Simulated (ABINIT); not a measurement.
Crystal: KZnF3.

```xyz
5
Lattice="4.0500 0.0000 0.0000 0.0000 4.0500 0.0000 0.0000 0.0000 4.0500" Properties=species:S:1:pos:R:3 pbc="T T T"
Zn    2.0250    2.0250    2.0250
K     0.0000    0.0000    0.0000
F     2.0250    0.0000    2.0250
F     0.0000    2.0250    2.0250
F     2.0250    2.0250    0.0000
```

* Program: ABINIT 10.8.3 (patched build)
* Task: relaxation of cell and atoms
* Functional: LDA
* Potentials or basis: PseudoDojo NC SR LDA v0.4.1 standard
* Cutoff: 1143 eV
* k mesh: 5 × 5 × 5
* Occupations: fermi-dirac, width 0.05 eV
* Spin: no spin polarisation

At the start: pressure -5.1 GPa; volume 13.29 Å³/atom.

Task: Where does the relaxation end?

Result: Over 5 steps the energy falls by 13.4 meV/atom and the volume is 12.49 Å³/atom (-6.0 %); space group Pm-3m (No. 221, to 0.05 Å).

The path:
| step | energy change (eV) | largest force (eV/Å) | pressure (GPa) | volume (Å³) |
| --- | --- | --- | --- | --- |
| 1 | 0.0000 | 0.0000 | -5.11 | 66.43 |
| 2 | -0.0293 | 0.0000 | -3.95 | 65.40 |
| 3 | -0.0667 | 0.0000 | 0.46 | 62.16 |
| 4 | -0.0672 | 0.0000 | -0.03 | 62.48 |
| 5 | -0.0672 | 0.0000 | 0.00 | 62.46 |

Final structure:
```
Zn K F
1.0
     3.96761    0.00000    0.00000
     0.00000    3.96761    0.00000
     0.00000    0.00000    3.96761
Zn K F
1 1 3
Direct
  0.50000 0.50000 0.50000
  0.00000 0.00000 0.00000
  0.50000 0.00000 0.50000
  0.00000 0.50000 0.50000
  0.50000 0.50000 0.00000
```
